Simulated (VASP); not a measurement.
```
InN
1.0
    0.00000     2.52261     2.52261
    2.52261     0.00000     2.52261
    2.52261     2.52261     0.00000
In N
1 1
Direct
  0.00000   0.00000   0.00000
  0.25000   0.25000   0.25000
```

Level of theory: PBE GGA, VASP's PBE PAW potentials (set 64) (plane waves; VASP 6.6.1). Settings: 450 eV cut-off, Gaussian smearing of 0.050 eV, potentials In_d N.

Unless said otherwise, spin-orbit coupling is left out, though it shifts the bands of the heavy elements here.

### Question
Predict the band gap (along the path) with the smallest direct gap where there is one.

### Answer

```
Item                                                         Result
-------------------------  ----------------------------------------
band gap (along the path)  none (metal, semimetal or under 0.01 eV)
```

Total energies compare only between runs with the same potentials, cut-off and functional.

The compound is InN in the zinc blende structure, a metastable form; wurtzite is the usual one. It was relaxed first.
